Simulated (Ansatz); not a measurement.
PbTe built on the rocksalt prototype (r2SCAN geometry), in Ansatz:

```cif
data_structure
_symmetry_space_group_name_H-M 'Fm-3m'
_symmetry_Int_Tables_number 225
_cell_length_a 6.5357
_cell_length_b 6.5357
_cell_length_c 6.5357
_cell_angle_alpha 90.000
_cell_angle_beta 90.000
_cell_angle_gamma 90.000
_cell_volume 279.17
loop_
_atom_site_label
_atom_site_type_symbol
_atom_site_symmetry_multiplicity
_atom_site_Wyckoff_symbol
_atom_site_fract_x
_atom_site_fract_y
_atom_site_fract_z
_atom_site_occupancy
Pb1 Pb 4 a 0.00000 0.00000 0.00000 1
Te1 Te 4 b 0.50000 0.00000 0.00000 1
```

G0W0@PBE with 262 empty bands, a screening cutoff of 140 eV and a 4×4×4 mesh (PAW, contour deformation) gives 1.038 eV over the mesh points, from a PBE gap of 0.799 eV; it sums over 277 bands with 259 plane waves in the screening and a wave cutoff of 420 eV. G0W0 here is at a finite number of bands, screening cutoff and k mesh, not at the basis limit. (Simulation; spin polarisation is off.)

Problem. Estimate the gap with starting point r2SCAN, with them a wave cutoff of 500 eV.

Solution. 1.173 eV (+0.135 eV), from a Kohn-Sham gap of 1.091 eV.

Problem. Another run gave a Kohn-Sham gap of 0.799 eV and a G0W0 gap of 0.971 eV, summing over 128 bands with 113 plane waves in the screening and a wave cutoff of 420 eV. What was changed?

Solution. Empty bands 113, screening cutoff 80 eV. The counts of bands and plane waves show that both rose or fell; the cutoff follows only within a few eV.

Problem. Estimate the gap with starting point LDA.

Solution. 1.010 eV (-0.028 eV), from a Kohn-Sham gap of 0.714 eV.

Spin-orbit coupling is left out; in compounds of Pb, Bi, Tl or Hg it can lower a gap by up to about 1 eV, split its edges or invert the bands.
